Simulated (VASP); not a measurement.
# Ag (P6_3/mmc) in VASP: a series of runs

One crystal, Ag, is run at these levels: PBE; tasks: single point, relaxation of cell and atoms.

All numbers are computed with VASP 6.6.1; they aren't measurements. Logs are shortened: lines on timing, memory, paths and dates and some standing lists are left out, and cuts for length are marked.

**1. The structure**

The structure is hexagonal, space group P6_3/mmc (No. 194). The conventional cell has a = 2.922 Å, b = 2.922 Å, c = 4.702 Å, α = 90.00°, β = 90.00°, γ = 120.00°. Ag (site symmetry -6m2) has 12 Ag at 2.89 to 2.92 Å as nearest neighbours.

This isn't the form of Ag at room conditions, which is fcc.

**2. Single point, PBE**

Contents of INCAR:

```
PREC = Accurate ; ENCUT = 520
EDIFF = 1E-6 ; ISMEAR = 0
SIGMA = 0.1 ; LREAL = F
LASPH = T ; NELM = 100
ALGO = Normal ; ISIF = 2
LWAVE = F ; LCHARG = T
GGA = PE ; LELF = T
LVHAR = T ; NBANDS = 18
```

Contents of KPOINTS:

```
regular mesh
0
Gamma
  9 9 4
```

Contents of POSCAR:

```
Ag
1.0
    2.9222991408      0.0000000000      0.0000000000
   -1.4611495704      2.5307852934      0.0000000000
    0.0000000000      0.0000000000      4.7016618100
Ag
2
Direct
    0.3333333300      0.6666666700      0.2500000000
    0.6666666700      0.3333333300      0.7500000000
```

Potentials or basis: VASP PAW PBE potentials, release 64 (Ag).

Started as:

```
$ cat potpaw_PBE.64/Ag/POTCAR > POTCAR
$ mpirun -np 1 vasp_std > vasp.out
```

OUTCAR:

```text
PREC = Accurate
   ENCUT = 520
   EDIFF = 1E-6
   ISMEAR = 0
   LREAL = F
   LASPH = T
   NELM = 100
   ISIF = 2
   GGA = PE

 ion  position               nearest neighbor table
   1  0.333  0.667  0.250-   2 2.89   2 2.89   2 2.89   2 2.89   2 2.89   2 2.89
   2  0.667  0.333  0.750-   1 2.89   1 2.89   1 2.89   1 2.89   1 2.89   1 2.89

  LATTYP: Found a hexagonal cell.
 ALAT       =     2.9222991408
 C/A-ratio  =     1.6088913501

  Lattice vectors:

 A1 = (   2.9222991408,   0.0000000000,   0.0000000000)
 A2 = (  -1.4611495704,   2.5307852934,   0.0000000000)
 A3 = (   0.0000000000,   0.0000000000,   4.7016618100)

Analysis of symmetry for initial positions (statically):
=====================================================================
 Subroutine PRICEL returns:
 Original cell was already a primitive cell.

 Routine SETGRP: Setting up the symmetry group for a
 hexagonal supercell.

 Subroutine GETGRP returns: Found 24 space group operations
 (whereof 12 operations were pure point group operations)
 out of a pool of 24 trial point group operations.

The static configuration has the point symmetry D_3d.
 The point group associated with its full space group is D_6h.

Analysis of symmetry for dynamics (positions and initial velocities):
=====================================================================
 Subroutine PRICEL returns:
 Original cell was already a primitive cell.

 Routine SETGRP: Setting up the symmetry group for a
 hexagonal supercell.

 Subroutine GETGRP returns: Found 24 space group operations
 (whereof 12 operations were pure point group operations)
 out of a pool of 24 trial point group operations.

The dynamic configuration has the point symmetry D_3d.
 The point group associated with its full space group is D_6h.

 Subroutine INISYM returns: Found 24 space group operations
 (whereof 12 operations are pure point group operations),
 and found     1 'primitive' translations

----------------------------------------------------------------------------------------

                                     Primitive cell

  volume of cell :      34.7721

  direct lattice vectors                    reciprocal lattice vectors
     2.922299141  0.000000000  0.000000000     0.342196316  0.197567135  0.000000000
    -1.461149570  2.530785293  0.000000000     0.000000000  0.395134270  0.000000000
     0.000000000  0.000000000  4.701661810     0.000000000  0.000000000  0.212690755

  length of vectors
     2.922299141  2.922299141  4.701661810     0.395134270  0.395134270  0.212690755

[... 81 lines left out ...]
   LREAL  =      F    real-space projection
   EDIFFG = 0.1E-04   stopping-criterion for IOM
   NSW    =      0    number of steps for IOM
   IBRION =     -1    ionic relax: 0-MD 1-quasi-New 2-CG
   NFREE  =      0    steps in history (QN), initial steepest desc. (CG)
   ISIF   =      2    stress and relaxation
   ISYM   =      2    0-nonsym 1-usesym 2-fastsym
   POTIM  = 0.5000    time-step for ionic-motion
   TEBEG  =    0.0;   TEEND  =   0.0 temperature during run
   PSTRESS=    0.0 pullay stress
   NELECT =      22.0000    total number of electrons
   NUPDOWN=      -1.0000    fix difference up-down
   EMIN   =  10.00;   EMAX   =-10.00  energy-range for DOS
   EFERMI =   0.00;   METHOD = LEGACY
   ISMEAR =     0;   SIGMA  =   0.10  broadening in eV -4-tet -1-fermi 0-gaus
   EFERMI_NEDOS =   21; number of points for ismear=-14 and -15
   IALGO  =     38    algorithm
   IMIX   =      4    mixing-type and parameters
     AMIX     =   0.40;   BMIX     =  1.00
     AMIX_MAG =   1.60;   BMIX_MAG =  1.00
  volume/ion in A,a.u.               =      17.39       117.33
  Fermi-wavevector in a.u.,A,eV,Ry     =   1.405417  2.655853 26.874194  1.975198
  Thomas-Fermi vector in A             =   2.527880
   LORBIT       =      0    0 simple, 1 ext, 2 COOP (PROOUT), +10 PAW based schemes
   GGA     = PE    functional components
   LHFCALC =     F    Hartree Fock is set to
   AEXX    =    0.0000 exact exchange contribution
   IVDW    =     0    specifies the selected vdW correction
   LEPSILON=     F    determine dielectric tensor
   LRPA    =     F    only Hartree local field effects (RPA)
 non-spin polarized calculation
 Gauss-broadening in eV      SIGMA  =   0.10
  energy-cutoff  :      520.00
  volume of cell :       34.77
 maximum number of plane-waves:       966
 NGX is ok and might be reduce to    24
   NGX = 11   NGY = 11   NGZ = 17

 number of electron      22.0000012 magnetization

 Free energy of the ion-electron system (eV)
  ---------------------------------------------------
  ext. energy  EPLUGINS =         0.00000000
  ---------------------------------------------------
  free energy    TOTEN  =        -5.42717269 eV

  energy without entropy =       -5.42240735  energy(sigma->0) =       -5.42479002

 E-fermi :   8.1209     XC(G=0): -12.0920

 val. band max:        8.0751309953   @ k =   0.3333   0.1111   0.5000
 cond. band min:       8.4769686350   @ k =   0.4444   0.0000   0.5000
 fundamental gap:      0.4018376397
 Fermi energy:         8.1209415438

 k-point     1 :       0.0000    0.0000    0.0000
  band No.  band energies     occupation
      1       0.5368      2.00000
      2       1.8956      2.00000
      3       3.4876      2.00000
      4       3.5100      2.00000
      5       3.5100      2.00000
      6       3.7532      2.00000
[... 481 lines left out ...]
      5       3.5326      2.00000
      6       3.5326      2.00000
[... 10 lines left out ...]
     17      22.1293      0.00000
     18      22.1293      0.00000

 [... further k-points ...]

------------------------ aborting loop because EDIFF is reached ----------------------------------------

  FORCE on cell =-STRESS in cart. coord.  units (eV):
  Direction    XX          YY          ZZ          XY          YZ          ZX
  --------------------------------------------------------------------------------------
  -------------------------------------------------------------------------------------
  Total        0.2757586      0.2757586      1.1694540      0.0000000     -0.0000000      0.0000000
  in kB       12.7059842     12.7059842     53.8843150      0.0000000     -0.0000000      0.0000000
  external PRESSURE =      26.4320945 kB  Pullay stress =       0.0000000 kB

 VOLUME and BASIS-vectors are now :
 -----------------------------------------------------------------------------
  energy-cutoff  :      520.00
  volume of cell :       34.77
      direct lattice vectors                 reciprocal lattice vectors
     2.922299141  0.000000000  0.000000000     0.342196316  0.197567135  0.000000000
    -1.461149570  2.530785293  0.000000000     0.000000000  0.395134270  0.000000000
     0.000000000  0.000000000  4.701661810     0.000000000  0.000000000  0.212690755

 POSITION                                       TOTAL-FORCE (eV/Angst)
 -----------------------------------------------------------------------------------
     -0.00000      1.68719      1.17542        -0.000000      0.000000      0.000000
      1.46115      0.84360      3.52625         0.000000     -0.000000      0.000000
 -----------------------------------------------------------------------------------
    total drift:                               -0.000002      0.000001     -0.000000

  FREE ENERGIE OF THE ION-ELECTRON SYSTEM (eV)
  ---------------------------------------------------
  free  energy   TOTEN  =        -5.4271726871 eV

  energy  without entropy=       -5.4224073515  energy(sigma->0) =       -5.42479002
```

stdout:

```text
POSCAR found type information on POSCAR Ag
 POSCAR found :  1 types and       2 ions
 scaLAPACK will be used
 LDA part: xc-table for (Slater+PW92), standard interpolation
 POSCAR, INCAR and KPOINTS ok, starting setup
 FFT: planning ... GRIDC
 FFT: planning ... GRID_SOFT
 FFT: planning ... GRID
 WAVECAR not read
 entering main loop
```

Wall time 7.5 s (1 thread of AMD EPYC 9R45 (Zen 5), shared host); peak memory 0.13 GiB.

What came out:

* Free energy: -5.4272 eV
* Pressure: 2.6 GPa
* Band gap on the k mesh: none (metal or under the smearing width)

Stress tensor (GPa, compression positive):
```
1.27 0.00 0.00
0.00 1.27 0.00
0.00 0.00 5.39
```

**3. Single point, PBE (random cell with space group R3m (No. 160))**

Contents of INCAR:

```
PREC     = Accurate       # precision mode
ENCUT    = 520            # plane-wave cutoff, eV
EDIFF    = 1E-6           # SCF threshold, eV
ISMEAR   = 0              # smearing method
SIGMA    = 0.1            # smearing width, eV
LREAL    = F              # projectors in reciprocal space
LASPH    = T              # aspherical terms in the spheres
NELM     = 100            # most SCF steps
ALGO     = Fast           # electronic algorithm
ISIF     = 2              # what is computed and relaxed
LWAVE    = F              # write WAVECAR
LCHARG   = F              # write CHGCAR
GGA      = PE             # functional
NBANDS   = 36             # bands
```

Contents of KPOINTS:

```
Automatic mesh
0
Gamma
  6 6 6
```

Contents of POSCAR:

```
Ag
1.0
    3.6653845581      2.1162107613      2.4116062108
   -3.6653845581      2.1162107613      2.4116062108
    0.0000000000     -4.2324215226      2.4116062107
Ag
5
Direct
    0.1398042452      0.1398042452      0.1398042452
    0.2055534101      0.5866023623      0.5866023623
    0.5866023623      0.5866023623      0.2055534101
    0.5866023623      0.2055534101      0.5866023623
    0.7731042866      0.7731042866      0.7731042866
```

Potentials or basis: VASP PAW PBE potentials, release 64 (Ag).

Started as:

```
$ cat potpaw_PBE.64/Ag/POTCAR > POTCAR
$ mpirun -np 1 vasp_std > vasp.out
```

OUTCAR:

```text
PREC = Accurate
   ENCUT = 520
   EDIFF = 1E-6
   ISMEAR = 0
   LREAL = F
   LASPH = T
   NELM = 100
   ISIF = 2
   GGA = PE

 ion  position               nearest neighbor table
   1  0.140  0.140  0.140-   5 2.65   4 2.82   2 2.82   3 2.82
   2  0.206  0.587  0.587-   5 2.62   5 2.78   3 2.79   4 2.79   1 2.82   3 3.32   3 3.32   4 3.32
                             4 3.32
   3  0.587  0.587  0.206-   5 2.62   5 2.78   4 2.79   2 2.79   1 2.82   2 3.32   4 3.32   4 3.32
                             2 3.32
   4  0.587  0.206  0.587-   5 2.62   5 2.78   3 2.79   2 2.79   1 2.82   3 3.32   3 3.32   2 3.32
                             2 3.32
   5  0.773  0.773  0.773-   3 2.62   2 2.62   4 2.62   1 2.65   3 2.78   4 2.78   2 2.78

  LATTYP: Found a trigonal (rhomboedric) cell.
 ALAT       =     4.8712664124
 COS(alpha) =    -0.1323620952

  Lattice vectors:

 A1 = (   3.6653845581,   2.1162107613,   2.4116062108)
 A2 = (  -3.6653845581,   2.1162107613,   2.4116062108)
 A3 = (   0.0000000000,  -4.2324215226,   2.4116062107)

Analysis of symmetry for initial positions (statically):
=====================================================================
 Subroutine PRICEL returns:
 Original cell was already a primitive cell.

 Routine SETGRP: Setting up the symmetry group for a
 trigonal (rhombohedral) supercell.

 Subroutine GETGRP returns: Found  6 space group operations
 (whereof  6 operations were pure point group operations)
 out of a pool of 12 trial point group operations.

The static configuration has the point symmetry C_3v.

Analysis of symmetry for dynamics (positions and initial velocities):
=====================================================================
 Subroutine PRICEL returns:
 Original cell was already a primitive cell.

 Routine SETGRP: Setting up the symmetry group for a
 trigonal (rhombohedral) supercell.

 Subroutine GETGRP returns: Found  6 space group operations
 (whereof  6 operations were pure point group operations)
 out of a pool of 12 trial point group operations.

The dynamic configuration has the point symmetry C_3v.

 Subroutine INISYM returns: Found  6 space group operations
 (whereof  6 operations are pure point group operations),
 and found     1 'primitive' translations

----------------------------------------------------------------------------------------

                                     Primitive cell

  volume of cell :     112.2370

  direct lattice vectors                    reciprocal lattice vectors
     3.665384558  2.116210761  2.411606211     0.136411335  0.078757121  0.138220466
    -3.665384558  2.116210761  2.411606211    -0.136411335  0.078757121  0.138220466
     0.000000000 -4.232421523  2.411606211     0.000000000 -0.157514242  0.138220466

  length of vectors
     4.871266412  4.871266412  4.871266412     0.209560572  0.209560572  0.209560572

  position of ions in fractional coordinates (direct lattice)
     0.139804245  0.139804245  0.139804245
     0.205553410  0.586602362  0.586602362
     0.586602362  0.586602362  0.205553410
     0.586602362  0.205553410  0.586602362
     0.773104287  0.773104287  0.773104287

  ion indices of the primitive-cell ions
   primitive index   ion index
[... 34 lines left out ...]
  0.000000  0.000000  0.000000      1.000000
  0.166667 -0.000000  0.000000      6.000000
  0.333333  0.000000  0.000000      6.000000
  0.500000  0.000000 -0.000000      3.000000
  0.166667  0.166667  0.000000      6.000000
  0.333333  0.166667 -0.000000     12.000000
[... 16 lines left out ...]
  0.500000  0.500000  0.166667      6.000000
 -0.333333  0.500000  0.166667     12.000000
 [... further k-points ...]
   k-points           NKPTS =     32   k-points in BZ     NKDIM =     32   number of bands    NBANDS=     36
   number of dos      NEDOS =    301   number of ions     NIONS =      5
   total plane-waves  NPLWV =  46656
   dimension x,y,z NGX =    36 NGY =   36 NGZ =   36
   dimension x,y,z NGXF=    72 NGYF=   72 NGZF=   72
   ions per type =               5
   NGX,Y,Z   is equivalent  to a cutoff of  12.29, 12.29, 12.29 a.u.
   NGXF,Y,Z  is equivalent  to a cutoff of  24.57, 24.57, 24.57 a.u.
 SYSTEM =  unknown system
   PREC   = accura    normal or accurate (medium, high low for compatibility)
   ISTART =      0    job   : 0-new  1-cont  2-samecut
   ICHARG =      2    charge: 1-file 2-atom 10-const
   ISPIN  =      1    spin polarized calculation?
   LNONCOLLINEAR =      F non collinear calculations
   LSORBIT =      F    spin-orbit coupling
   LASPH  =      T    aspherical Exc in radial PAW
   ENCUT  =  520.0 eV  38.22 Ry    6.18 a.u.   9.06  9.06  9.06*2*pi/ulx,y,z
   NELM   =    100;   NELMIN=  2; NELMDL= -5     # of ELM steps
   EDIFF  = 0.1E-05   stopping-criterion for ELM
   LREAL  =      F    real-space projection
   EDIFFG = 0.1E-04   stopping-criterion for IOM
   NSW    =      0    number of steps for IOM
   IBRION =     -1    ionic relax: 0-MD 1-quasi-New 2-CG
   NFREE  =      0    steps in history (QN), initial steepest desc. (CG)
   ISIF   =      2    stress and relaxation
   ISYM   =      2    0-nonsym 1-usesym 2-fastsym
   POTIM  = 0.5000    time-step for ionic-motion
   TEBEG  =    0.0;   TEEND  =   0.0 temperature during run
   PSTRESS=    0.0 pullay stress
   NELECT =      55.0000    total number of electrons
   NUPDOWN=      -1.0000    fix difference up-down
   EMIN   =  10.00;   EMAX   =-10.00  energy-range for DOS
   EFERMI =   0.00;   METHOD = LEGACY
   ISMEAR =     0;   SIGMA  =   0.10  broadening in eV -4-tet -1-fermi 0-gaus
   EFERMI_NEDOS =   21; number of points for ismear=-14 and -15
   IALGO  =     68    algorithm
   IMIX   =      4    mixing-type and parameters
     AMIX     =   0.40;   BMIX     =  1.00
     AMIX_MAG =   1.60;   BMIX_MAG =  1.00
  volume/ion in A,a.u.               =      22.45       151.48
  Fermi-wavevector in a.u.,A,eV,Ry     =   1.290675  2.439023 22.665169  1.665843
  Thomas-Fermi vector in A             =   2.422492
   LORBIT       =      0    0 simple, 1 ext, 2 COOP (PROOUT), +10 PAW based schemes
   GGA     = PE    functional components
   LHFCALC =     F    Hartree Fock is set to
   AEXX    =    0.0000 exact exchange contribution
   IVDW    =     0    specifies the selected vdW correction
   LEPSILON=     F    determine dielectric tensor
   LRPA    =     F    only Hartree local field effects (RPA)
 non-spin polarized calculation
 RMM-DIIS sequential band-by-band and
 Gauss-broadening in eV      SIGMA  =   0.10
  energy-cutoff  :      520.00
  volume of cell :      112.24
 maximum number of plane-waves:      3050
   NGX = 19   NGY = 19   NGZ = 19

 number of electron      55.0000001 magnetization

 Free energy of the ion-electron system (eV)
  ---------------------------------------------------
  ext. energy  EPLUGINS =         0.00000000
  ---------------------------------------------------
  free energy    TOTEN  =       -11.60579548 eV

  energy without entropy =      -11.59848228  energy(sigma->0) =      -11.60213888

 E-fermi :   5.2413     XC(G=0): -10.4852

 val. band max:        5.2249038520   @ k =  -0.3333   0.3333   0.3333
 cond. band min:       5.3890086863   @ k =  -0.3333   0.5000   0.3333
 fundamental gap:      0.1641048343
 Fermi energy:         5.2412746153

 k-point     1 :       0.0000    0.0000    0.0000
  band No.  band energies     occupation
      1      -1.3345      2.00000
      2      -0.1347      2.00000
      3      -0.0495      2.00000
      4      -0.0495      2.00000
      5       0.1048      2.00000
      6       0.1048      2.00000
[... 925 lines left out ...]
     35      13.2824      0.00000
     36      13.7877      0.00000

 [... further k-points ...]

------------------------ aborting loop because EDIFF is reached ----------------------------------------

  FORCE on cell =-STRESS in cart. coord.  units (eV):
  Direction    XX          YY          ZZ          XY          YZ          ZX
  --------------------------------------------------------------------------------------
  -------------------------------------------------------------------------------------
  Total        0.1994337      0.1994337     -0.0731467      0.0000000      0.0000000      0.0000000
  in kB        2.8469053      2.8469053     -1.0441656      0.0000000      0.0000000      0.0000000
  external PRESSURE =       1.5498817 kB  Pullay stress =       0.0000000 kB

 VOLUME and BASIS-vectors are now :
 -----------------------------------------------------------------------------
  energy-cutoff  :      520.00
  volume of cell :      112.24
      direct lattice vectors                 reciprocal lattice vectors
     3.665384558  2.116210761  2.411606211     0.136411335  0.078757121  0.138220466
    -3.665384558  2.116210761  2.411606211    -0.136411335  0.078757121  0.138220466
     0.000000000 -4.232421523  2.411606211     0.000000000 -0.157514242  0.138220466

 POSITION                                       TOTAL-FORCE (eV/Angst)
 -----------------------------------------------------------------------------------
      0.00000      0.00000      1.01146         0.000000      0.000000     -0.004548
     -1.39669     -0.80638      3.32502        -0.004796     -0.002769      0.001984
      0.00000      1.61276      3.32502         0.000000      0.005538      0.001984
      1.39669     -0.80638      3.32502         0.004796     -0.002769      0.001984
      0.00000      0.00000      5.59327         0.000000      0.000000     -0.001405
 -----------------------------------------------------------------------------------
    total drift:                                0.000000      0.000000      0.000338

  FREE ENERGIE OF THE ION-ELECTRON SYSTEM (eV)
  ---------------------------------------------------
  free  energy   TOTEN  =       -11.6057954793 eV

  energy  without entropy=      -11.5984822812  energy(sigma->0) =      -11.60213888
```

It took 54 s on 1 thread of Intel Xeon Platinum 8488C (Sapphire Rapids), shared host; peak memory 0.25 GiB.

Results:

```
Free energy            : -11.6058 eV
Pressure               : 0.2 GPa
Largest force          : 0.006 eV/Å
Band gap on the k mesh : none (metal or under the smearing width)
```

Forces on the atoms (eV/Å):
```
Ag   0.000  0.000 -0.005
Ag  -0.005 -0.003  0.002
Ag   0.000  0.006  0.002
Ag   0.005 -0.003  0.002
Ag   0.000  0.000 -0.001
```

Levels at points of the mesh, in eV from the Fermi level:
```
           k point  band 25  band 26  band 27  band 28  band 29  band 30
(0.00, 0.00, 0.00)    -2.93    -2.93     0.32     2.05     2.05     2.62
(0.50, 0.00, 0.00)    -2.81    -2.75    -2.61     1.82     2.57     3.42
(0.50, 0.50, 0.00)    -2.76    -2.25    -1.68    -0.77    -0.55     3.26
(0.50, 0.50, 0.50)    -2.63    -2.09    -0.16     0.25     0.25     0.53
```

(Part 1 of 2 ends here.)
